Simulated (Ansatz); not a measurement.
# Honeycomb GaN monolayer in a perpendicular field, part 2 of 3

Aim: how the honeycomb GaN monolayer screens a field along its normal, and what the field does to its bands. A positive field points along +c.

Ansatz 0.2.0; plane-wave DFT, PBE-D3(BJ), Ansatz PAW (set soft_1); PAW set soft_1.

So far, gap on the k-mesh (eV): step 2 (relaxing the slab) 2.19.

## Step 3: Single point, field 0

A sawtooth potential applies the field, turning back in the middle of the vacuum. With the dipole correction the typed value is the field outside the slab. The induced dipole is small, so the SCF threshold is tight.

The cell differs from the one that the last finished run ended in (c 31.000 → 18.000 Å).

The input, input.yaml:

```yaml
crystal:
  lattice:
    - [3.2066195607, 0.0, 0.0]
    - [-1.6033097803, 2.7770139998, 0.0]
    - [0.0, 0.0, 18.0]
  atoms:
    - { symbol: "N", position: [0.6666666667, 0.3333333333, 0.5] }
    - { symbol: Ga, position: [0.3333333333, 0.6666666667, 0.5] }
kpoints:
  mp_grid: { grid: [18, 18, 1] }
  band_path:
    path: [[0, 0, 0], [0.5, 0, 0], [0.33333333, 0.33333333, 0], [0, 0, 0]]
    npoints: 16
hamiltonian:
  xc: pbe
  dispersion: d3bj
  pseudopotentials: { kind: paw, azcp: { folder: soft_1 } }
scf:
  occupations: { method: fermi_dirac, width: 0.02585 }
  convergence: { dr2_threshold: 1.0e-10 }
efield:
  axis: 3
  dipole_correction: true
  ramp_position: 0.97
  ramp_width: 0.06
  amplitude: 0
output:
  dos: { projected: true, e_range: [-6, 5] }
  write_potential: true
  write_density: true
  volumetric_format: npy
  elf: true
```

Launch:

```
$ ansatz run input.yaml --threads 2 --pin off --max-ram 3072MiB --backend cpu --events-out ev --progress --plain --runs-dir out
```

Numbers of over 12 decimals in the logs are rounded to 6 here.

The log of the run:

```text
[...]
Crystal: 2 atoms, lattice volume = 160.287 Å³
Basis set: ecut = 420 eV, 3169 PW (Γ)
Bands: 13, of which v1, the nominal top of the filled ones, is band 9 counted from 1 (8 counted from 0)
Symmetry: 6 space group operations
k-points: 37 of 324 (time reversal used)
[...]
SCF iter   1: F=—  HF=-4170.215824 eV  |F-HF|=—  |Δ(HF+E_count)|=         —  Δρ=7.02e-2  dr2=1.02e1  ethr=3.10e-3  p=0.000 e·Å  D=8.10e-15 V/Å  ΔV_dip=-0.00 eV  dr2_dipole=2.74e-11  V_vac-E_F(+/−)=8.27/8.27 eV  ⟨swp⟩=6.6  Hψ=3130  notcnv=0
efield: sawtooth ramp at fractional position 0.9700 (set: `efield.ramp_position`, or a place that a band, a saddle search or an elastic batch's reference lends), width 0.0600; the density the first Hamiltonian is built on has a dipole p = 0.000 e·Å; the dipole correction subtracts the counter field D = 8.10e-15 V/Å, which shifts the + side's vacuum level by -0.00 eV against the − side's; the planar-averaged density in the ramp window peaks in size at 3.3e-6 e/Å³
[...]
SCF iter   2: F=—  HF=-4168.416682 eV  |F-HF|=—  |Δ(HF+E_count)|=    1.80e0  Δρ=5.37e-2  dr2=4.04e0  ethr=3.10e-3  p=-0.000 e·Å  D=-3.93e-6 V/Å  ΔV_dip=0.00 eV  dr2_dipole=1.69e-10  V_vac-E_F(+/−)=3.33/3.33 eV  ⟨swp⟩=3.6  Hψ=1559  notcnv=0
[...]
SCF iter  12: F=-4167.389048 eV  HF=-4167.389048 eV  |F-HF|=8.19e-12  |Δ(HF+E_count)|=  3.18e-11  Δρ=4.03e-8  dr2=1.21e-12  ethr=1.00e-12  p=-0.000 e·Å  D=-5.92e-8 V/Å  ΔV_dip=0.00 eV  dr2_dipole=2.98e-14  V_vac-E_F(+/−)=4.18/4.18 eV  ⟨swp⟩=2.4  Hψ=1167  notcnv=0
SCF 1 converged in 12 iterations: F = -4167.389048 eV  dr2 = 1.21e-12
[...]
NSCF: frozen V_eff on 49 k-points
efield: sawtooth ramp at fractional position 0.9700 (kept from the solve that this one continues, or follows in the run), width 0.0600; the density the first Hamiltonian is built on has a dipole p = -0.000 e·Å; the dipole correction subtracts the counter field D = -5.92e-8 V/Å, which shifts the + side's vacuum level by +0.00 eV against the − side's; the planar-averaged density in the ramp window peaks in size at 2.9e-6 e/Å³
[...]
SCF converged after 12 iterations
Free energy (F): -4167.389048 eV
[...]
Internal energy: -4167.389048 eV  (E = F + TS)
E sigma→0 (E₀):  -4167.389048 eV
Fermi energy:    -2.099250 eV
Dipole field:    D = 0.000000 V/Å  (p = 0.000000 e·Å, saw-weighted, corrected)
Work function:   Φ+ = 4.1818 eV   Φ− = 4.1817 eV
Levels:          The Fermi level and band energies are counted from a zero that moves with the ramp; work functions are not
[...]
--- Band table (eV; the first three rows and the last of 37) ---
  k-point 0: bands = [... 5 lower, -15.6632, -5.7934, -3.4962, -3.4962, -1.0239, 1.5706, 1.8521, 2.6083]
  k-point 1: bands = [... 5 lower, -15.6468, -5.7443, -3.8006, -3.5610, -0.7955, 1.6130, 1.9261, 2.6821]
  k-point 2: bands = [... 5 lower, -15.5964, -5.5991, -4.5018, -3.7421, -0.3122, 1.7340, 2.1398, 2.8987]
  k-point 36: bands = [... 5 lower, -14.1252, -8.7629, -7.4658, -3.2101, 1.8743, 4.2114, 5.6759, 6.1560]
```

The job ended after 4.8 s (2 threads of Intel Xeon Platinum 8488C (Sapphire Rapids), shared host; peak memory 0.47 GiB).

This step gave:

```
dipole along the normal            : 1.77e-7 e·Å
gap along the path                 : 2.186 eV
smallest direct gap along the path : 2.472 eV
ionisation energy, upper face      : 5.293 eV
electron affinity, upper face      : 3.107 eV
gap, the smaller of path and mesh  : 2.186 eV
```

Running mean over a fixed 2.7 Å (it still follows the layers) of the planar mean; the ramp of the sawtooth is left out. Table of electron's electrostatic potential energy less the Fermi level by z:

z (Å), electron's electrostatic potential energy less the Fermi level (eV) and a bar from the least value:
```
     2.88       4.18 ##############################
     3.31       4.18 ##############################
     3.74       4.18 ##############################
     4.18       4.18 ##############################
     4.61       4.18 ##############################
     5.04       4.18 ##############################
     5.47       4.17 ##############################
     5.90       4.14 ##############################
     6.19       4.08 #############################
     6.62       3.84 ############################
     7.06       3.05 ########################
     7.49       1.71 #################
     7.92       0.28 #########
     8.35      -0.92 ###
     8.78      -1.43 
     9.22      -1.43 
     9.65      -0.92 ###
    10.08       0.28 #########
    10.51       1.71 #################
    10.94       3.05 ########################
    11.38       3.84 ############################
    11.81       4.08 #############################
    12.10       4.14 ##############################
    12.53       4.17 ##############################
    12.96       4.18 ##############################
    13.39       4.18 ##############################
    13.82       4.18 ##############################
    14.26       4.18 ##############################
    14.69       4.18 ##############################
    15.12       4.18 ##############################
```

The density of states has structure finer than the step of the table below, so its rows give means over 0.2 eV, whole bins alone (the curve runs from -6 to 3.07 eV). Peaks (eV: height): -3.38: 1.58, -3.08: 2.07, -2.50: 2.12, -1.45: 3.13.

The density of states by energy, zero at the Fermi level of the run, which the smearing sets inside the gap; means over each step:

energy (eV), density of states (states/eV a cell) and a bar:
```
     -5.8       0.42 #######
     -5.6       0.36 ######
     -5.4       0.36 ######
     -5.2       0.56 #########
     -5.0       0.56 #########
     -4.8       0.59 ##########
     -4.6       0.60 ##########
     -4.4       0.62 ##########
     -4.2       0.65 ###########
     -4.0       0.69 ###########
     -3.8       0.75 ############
     -3.6       1.36 ######################
     -3.4       1.42 #######################
     -3.2       1.42 #######################
     -3.0       1.86 ##############################
     -2.8       1.39 ######################
     -2.6       0.72 ############
     -2.4       1.59 ##########################
     -2.2       1.24 ####################
     -2.0       1.28 #####################
     -1.8       1.40 #######################
     -1.6       1.73 ############################
     -1.4       1.86 ##############################
     -1.2       0.96 ###############
     -1.0       0.01 
     -0.8       0.00 
     -0.6       0.00 
     -0.4       0.00 
     -0.2       0.00 
      0.0       0.00 
      0.2       0.00 
      0.4       0.00 
      0.6       0.00 
      0.8       0.00 
      1.0       0.00 
      1.2       0.09 #
      1.4       0.12 ##
      1.6       0.15 ##
      1.8       0.17 ###
      2.0       0.20 ###
      2.2       0.23 ####
      2.4       0.26 ####
      2.6       0.29 #####
      2.8       0.32 #####
```

The projected DOS per atom has structure finer than the step of the table below, so its rows give means over 0.25 eV, whole bins alone (the curve runs from -5.96 to 3.04 eV). Peaks (eV: height): -3.080: 0.935, -2.450: 0.955, -1.460: 1.29.

Layers: GaN from below. The projected DOS per atom by energy from the Fermi level; means over each step:

energy from the Fermi level (eV), projected DOS per atom (states/eV) and a bar:
```
    -5.75       0.20 ######
    -5.50       0.18 #####
    -5.25       0.25 ########
    -5.00       0.28 ########
    -4.75       0.30 #########
    -4.50       0.30 #########
    -4.25       0.32 ##########
    -4.00       0.34 ##########
    -3.75       0.45 ##############
    -3.50       0.72 ######################
    -3.25       0.70 #####################
    -3.00       0.89 ###########################
    -2.75       0.54 ################
    -2.50       0.63 ###################
    -2.25       0.64 ###################
    -2.00       0.64 ###################
    -1.75       0.73 ######################
    -1.50       0.99 ##############################
    -1.25       0.53 ################
    -1.00       0.05 #
    -0.75       0.00 
    -0.50       0.00 
    -0.25       0.00 
     0.00       0.00 
     0.25       0.00 
     0.50       0.00 
     0.75       0.00 
     1.00       0.00 
     1.25       0.04 #
     1.50       0.06 ##
     1.75       0.07 ##
     2.00       0.09 ###
     2.25       0.10 ###
     2.50       0.12 ###
     2.75       0.13 ####
```

Electronic bands along the path, in eV, zero at the Fermi level of the run, which the smearing sets inside the gap:

| point | band 7 | band 8 | band 9 | band 10 | band 11 | band 12 | band 13 |
| --- | --- | --- | --- | --- | --- | --- | --- |
| Γ | -3.69 | -1.40 | -1.40 | 1.08 | 3.67 | 3.95 | 4.71 |
| halfway | -4.62 | -2.78 | -2.37 | 3.08 | 4.24 | 5.24 | 5.92 |
| M | -7.19 | -3.19 | -1.45 | 3.67 | 4.16 | 7.16 | 8.14 |
| halfway | -6.98 | -4.27 | -1.30 | 3.82 | 5.34 | 7.43 | 8.13 |
| K | -6.66 | -5.37 | -1.11 | 3.97 | 6.31 | 7.78 | 8.26 |
| halfway | -5.00 | -3.03 | -2.51 | 3.66 | 4.30 | 5.70 | 6.19 |
| Γ | -3.69 | -1.40 | -1.40 | 1.08 | 3.67 | 3.95 | 4.71 |

The electronic bands as a text plot (rows in eV, shown from -7.2 to 4.7 only):

```
    4.5 |+   +++   +++         +++               ++++++  ++++   +
    4.0 |++++++++++   +++++++++  ++++++++++++++++  +   ++++++++++
    3.5 |++         ++      +++++                   +++        ++
    3.0 |        +++                                   ++
    2.5 |       +                                        +
    2.0 |    +++                                          +++
    1.5 |  ++                                                ++
    1.0 |++                                                    ++
    0.5 |
    0.0 |
   -0.5 |
   -1.0 |                            ********
   -1.5 |******          ************        ****           *****
   -2.0 |  **  ****   ***                        **      *** **
   -2.5 |    **    ***                             ******   *
   -3.0 |      *****  *********                     ********
   -3.5 |********              ***                 *     ********
   -4.0 |        **               *             ***    **
   -4.5 |          *               **          *      *
   -5.0 |           *                **     ***     **
   -5.5 |            *                 *****       *
   -6.0 |             **                        ***
   -6.4 |               *              *********
   -6.9 |                **************
         Γ                   M           K                      Γ
```

ELF in the ca plane at fractional y = 0.333, with atoms of N within 0.2 Å of it. It is the smooth field of the valence electrons, not physical close to the nuclei.

Ten even steps from '0' (0.00) to '9' (0.82), each cell a mean:
```
00000000000000000135788864200000000000000000
00000000000000000247986986310000000000000000
00000000000000001258962996410000000000000000
00000000000000000247987986310000000000000000
00000000000000000125788763100000000000000000
00000000000000000012333321000000000000000000
00000000000000000001222221000000000000000000
00000000000000000012333332000000000000000000
```
Columns run along c (18.0 Å), rows up along a (3.2 Å). Atoms in or near the plane, at fractional coordinates: N at (0.50, 0.67).

Valence density in the ca plane at fractional y = 0.333, with atoms of N within 0.2 Å of it. It is the smooth field of the valence electrons, not physical close to the nuclei.

Ten steps, logarithmic in the rise over the least value, from '0' (0.0 e/Å³) to '9' (3.4 e/Å³), each cell a mean:
```
00000000000000000013567642000000000000000000
00000000000000000013699852100000000000000000
00000000000000000014799852100000000000000000
00000000000000000013689752100000000000000000
00000000000000000013567542000000000000000000
00000000000000000012455431000000000000000000
00000000000000000012355421000000000000000000
00000000000000000012455431000000000000000000
```
Columns run along c (18.0 Å), rows up along a (3.2 Å). Atoms in or near the plane, at fractional coordinates: N at (0.50, 0.67).

Electrostatic potential energy in the ca plane at fractional y = 0.333, with atoms of N within 0.2 Å of it. With pseudopotentials it is smooth inside the atoms' cores, unlike the true potential.

Ten even steps from '0' (-11 eV) to '9' (2 eV), each cell a mean:
```
99999999999999999999732589999999999999999999
99999999999999999999500189999999999999999999
99999999999999999999300089999999999999999999
99999999999999999999500189999999999999999999
99999999999999999999732589999999999999999999
99999999999999999998521478999999999999999999
99999999999999999987400268999999999999999999
99999999999999999998621478999999999999999999
```
Columns run along c (18.0 Å; values clipped at the 3rd and 97th percentile), rows up along a (3.2 Å). Atoms in or near the plane, at fractional coordinates: N at (0.50, 0.67).

The gap is 2.19 eV, with the valence edge 5.29 eV and the conduction edge 3.11 eV under the upper vacuum level.

## Step 4: Single point, field 0.1 V/Å

input.yaml, as its differences from that of step 3:

```diff
@@ -23,7 +23,6 @@
   dipole_correction: true
-  ramp_position: 0.97
-  ramp_width: 0.06
-  amplitude: 0
+  ramp_position: 0.9167
+  ramp_width: 0.1667
+  amplitude: 0.1
 output:
-  dos: { projected: true, e_range: [-6, 5] }
   write_potential: true
@@ -31,2 +30 @@
   volumetric_format: npy
-  elf: true
```

The log of the run:

```text
[...]
Crystal: 2 atoms, lattice volume = 160.287 Å³
Basis set: ecut = 420 eV, 3169 PW (Γ)
Bands: 13, of which v1, the nominal top of the filled ones, is band 9 counted from 1 (8 counted from 0)
Symmetry: 6 space group operations
k-points: 37 of 324 (time reversal used)
[...]
--- Band table (eV; the first three rows and the last of 37) ---
  k-point 0: bands = [... 5 lower, -15.6638, -5.7942, -3.4969, -3.4969, -1.0260, 1.4425, 1.9126, 2.5322]
  k-point 1: bands = [... 5 lower, -15.6474, -5.7450, -3.8012, -3.5617, -0.7978, 1.4959, 1.9715, 2.6085]
  k-point 2: bands = [... 5 lower, -15.5970, -5.5998, -4.5025, -3.7428, -0.3153, 1.6453, 2.1451, 2.8313]
  k-point 36: bands = [... 5 lower, -14.1259, -8.7636, -7.4665, -3.2108, 1.8732, 4.2108, 5.6666, 6.1614]
[key lines of the parts left out:]
SCF converged after 11 iterations
Free energy (F): -4167.389683 eV
Fermi energy:    -2.100604 eV
Dipole field:    D = 0.014332 V/Å  (p = 0.012696 e·Å, saw-weighted, corrected)
```

The job ended after 5 s (2 threads; peak memory 0.43 GiB; 9.6 s of CPU time).

The dipole is 0.0127 e·Å, and the gap 2.185 eV.

[end of part 2 of 3]

[Logs are printed without paths, hosts, clocks, repeated set-up lines and the standing remarks that a program may print on its own settings, such as how far it seeks lower states.]

[Hosts, paths, dates, database ids (printed as entryN), source tags and the programs' standing remarks are cut or masked in the printed files.]

[Maps of the electrostatic potential energy from Ansatz leave out the sawtooth potential of an applied field or a dipole correction, so their vacuum need not be flat; planar profiles and work functions include it.]

[The density of states shown here was stored with 400 of the rows of the run's finer table, so its peaks can read low, often by over a quarter, or be missed, and its means over a window can be off by a tenth or more.]
